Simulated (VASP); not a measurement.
Set up this calculation in VASP 6.6.1, as the native input.

```yaml
Task: single point
Functional: PBE
Potentials_or_basis: VASP PAW PBE potentials, release 64 (Zr_sv_GW, S_GW)
Cutoff: 500 eV
k_mesh: 4 × 4 × 3
Occupations: gaussian, width 0.02 eV
Spin: no spin polarisation
Further_INCAR_settings: ALGO = Normal; EDIFF = 1e-06
```

The structure of ZrS2 lies in POSCAR:

```
ZrS2
1.0
    3.6913825498      0.0000000000      0.0000000000
   -1.8456912749      3.1968310632      0.0000000000
    0.0000000000      0.0000000000      6.0410770100
Zr S
1 2
Direct
    0.0000000000      0.0000000000      0.0000000000
    0.3333333333      0.6666666667      0.2379099700
    0.6666666667      0.3333333333      0.7620900300
```

The cell is a database's computed one.

These files were run (other wordings do the same):

INCAR

```
SYSTEM = ZrS2
ALGO     = Normal         ! electronic algorithm
EDIFF    = 1E-6           ! SCF threshold, eV
ENCUT    = 500            ! plane-wave cutoff, eV
GGA      = PE             ! functional
ISIF     = 2              ! what is computed and relaxed
ISMEAR   = 0              ! smearing method
LASPH    = .TRUE.         ! aspherical terms in the spheres
LCHARG   = .FALSE.        ! write CHGCAR
LREAL    = .FALSE.        ! projectors in reciprocal space
LWAVE    = .FALSE.        ! write WAVECAR
NELM     = 80             ! most SCF steps
PREC     = Accurate       ! precision mode
SIGMA    = 0.02           ! smearing width, eV
```

KPOINTS

```
k-points
0
G
  4 4 3
  0 0 0
```

Potentials or basis: VASP PAW PBE potentials, release 64 (Zr_sv_GW, S_GW).

Command:

```bash
$ cat potpaw_PBE.64/Zr_sv_GW/POTCAR potpaw_PBE.64/S_GW/POTCAR > POTCAR
$ mpirun -np 1 vasp_std > vasp.out
```

Results of the run:

```yaml
Pressure: 0.5 GPa
Largest_force: 0.029 eV/Å
Band_gap_on_the_k_mesh: 1.11 eV, indirect (least direct gap 1.61 eV)
```

Caveat: the k mesh is coarse (spacing up to 0.49 Å⁻¹), so the values aren't converged; an odd mesh through Γ misses points on the zone boundary, where band edges often lie; this functional lacks dispersion, which binds the layers, so the pressure and a relaxed spacing across them are unreliable.

Run time: 12 s on 1 thread of Intel(R) Xeon(R) Platinum 8375C CPU @ 2.90GHz (Ice Lake) (shared host), peak memory 0.19 GiB.
